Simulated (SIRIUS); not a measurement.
## HgTe (Coloradoite) in SIRIUS: convergence with radial points in a sphere

HgTe (Coloradoite):

```
Hg Te
1.0
     0.00000    3.21450    3.21450
     3.21450    0.00000    3.21450
     3.21450    3.21450    0.00000
Hg Te
1 1
Direct
  0.99737 0.00315 0.99558
  0.74873 0.75226 0.74921
```

The cell isn't the ideal one: atoms moved at random.

```yaml
Program: SIRIUS 7.12.0
Task: convergence study
Functional: PBE
Potentials_or_basis: all-electron FP-LAPW
Cutoff: 161 eV
Basis: apw+lo standard
k_mesh: 7 × 7 × 7
Occupations: fermi-dirac, width 0.05 eV
Spin: no spin polarisation
```

These are the settings of the first run; the series varies radial points in a sphere, with any setting tied to it.

Hardware: 1 thread of Arm Neoverse V2, on a shared host.

```
radial points in a sphere  energy less the tightest run, at zero smearing (meV/atom)  largest force (eV/Å)  SCF cycles  CPU time (s)  peak memory (GiB)
                      200                                                    -168.06                 0.077          12           520                1.2
                      300                                                     -25.59                 0.079           9           400                1.2
                      450                                                      -4.54                 0.079           8           360                1.2
                      700                                                      -0.70                 0.079           8           370                1.2
                     1000                                                      -0.14                 0.079           8           390                1.3
                     1500                                                       0.00                 0.079           8           400                1.4
```

Against the tightest run, the energy stays within 1 meV/atom from 700 on; the largest force stays within 0.005 eV/Å from 200 on. The tightest run that finished is the yardstick and may itself not be fully converged.

The run has no spin-orbit coupling, so splittings on Hg, Te are missing.
